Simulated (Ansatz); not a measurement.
## Deforming KCl

```
CELL_PARAMETERS angstrom
3.63400 0.00000 0.00000
0.00000 3.63400 0.00000
0.00000 0.00000 3.63400
ATOMIC_POSITIONS crystal
K 0.00000 0.00000 0.00000
Cl 0.50000 0.50000 0.50000
```

Atom numbers follow the list: K1, Cl2.

The cell is COD entry 1000050, as deposited and not checked against the literature; nothing was relaxed.

The calculation used Ansatz 0.2.0, DFT, PBE, all-electron PAW with datasets made for the crystal, scalar-relativistic.

The runs use a Γ-centred 7×7×7 k mesh, Fermi–Dirac smearing of 0.01 eV, cutoff 260 eV (chosen by the program for this cell), no spin polarisation.

The unchanged cell is at 4.46 GPa, so energy changes include a term −P ΔV where the volume moves.

Semilocal functionals give too small gaps.

x, y and z are the Cartesian axes of the cell as listed; fractional coordinates follow a strain, and an engineering shear is twice the off-diagonal strain component.

Vzz stands for the principal value of largest size of the field-gradient tensor, whatever its axis.

With this change (z strained by +3 % at fixed volume), what becomes of the energy and stress and field gradients and gap?

Energy change +5 meV/atom; stress change (xx, yy, zz, yz, xz, xy) 0.77, 0.77, -1.52, 0.00, 0.00, 0.00 GPa, compression positive; Vzz in 10²¹ V/m²: K1 0 → -0.59 (η = 0.00), Cl2 0 → 1.16 (η = 0.00); gap on the k mesh 5.61 → 5.47 eV.

With x and y strained by +1.5 %, z held: energy change -17 meV/atom; stress change (xx, yy, zz, yz, xz, xy) -1.32, -1.32, -0.57, 0.00, 0.00, 0.00 GPa, compression positive; Vzz in 10²¹ V/m²: K1 0 → 0.19 (η = 0.00), Cl2 0 → -0.39 (η = 0.00); gap on the k mesh 5.61 → 5.40 eV.

With atom 2 (Cl) moved by (0.1414, 0.1414, 0.0000) Å: energy change +17 meV/atom; stress change (xx, yy, zz, yz, xz, xy) 0.40, 0.40, 0.58, 0.00, 0.00, 0.51 GPa, compression positive; change of the force on Cl2 (-0.248, -0.248, 0.000) eV/Å; Vzz in 10²¹ V/m²: K1 0 → 0.20 (η = 0.33), Cl2 0 → 0.19 (η = 0.92); gap on the k mesh 5.61 → 5.62 eV.

What force constant does this one finite step give for Cl2 along its displacement (all its periodic images move with it)?

k = −ΔF·u/|u|² = 1.75 eV/Å², so the force pulls the atom back.
